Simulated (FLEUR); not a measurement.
MgO:

```
Mg O
1.0
     0.00000    2.09700    2.09700
     2.09700    0.00000    2.09700
     2.09700    2.09700    0.00000
Mg O
1 1
Direct
  0.00000 0.00000 0.00000
  0.50000 0.50000 0.50000
```

The cell is a database's computed one.

```yaml
Program: FLEUR MaX-R8.1 (later development tree)
Task: single point
Functional: PBE
Potentials_or_basis: all-electron
Basis: FLAPW
Kmax: 4.35 1/bohr
k_mesh: 11 × 11 × 11
Occupations: fermi-dirac, width 0.05 eV
Spin: no spin polarisation
Gmax: 13.5 1/bohr
Muffin-tin_radii: Mg 1.91, O 1.65 bohr
lmax: Mg 8, O 8
Local_orbitals_a_species: Mg 5, O 3
Max_iterations: 60
Mixing_factor: 0.05
Mixer: Anderson
Mixer_history: 15
Density_convergence: 1e-05 me/bohr^3
```

On this cell: largest force zero by symmetry; band gap on the k mesh 4.86 eV, direct.

The same run follows on a disturbed copy (atoms moved at random, drawn with an rms of 0.05 Å):

```
Mg O
1.0
     0.00000    2.09700    2.09700
     2.09700    0.00000    2.09700
     2.09700    2.09700    0.00000
Mg O
1 1
Direct
  0.98355 0.02051 0.98418
  0.50225 0.49698 0.50691
```

Problem. What changes?

Solution. The energy moves by +11.5 meV/atom; largest force 0.539 eV/Å; band gap on the k mesh 4.86 eV, direct.

Forces in eV/Å, atoms in the order of the input:
```
Mg  -0.009  0.536 -0.058
O    0.009 -0.536  0.058
```

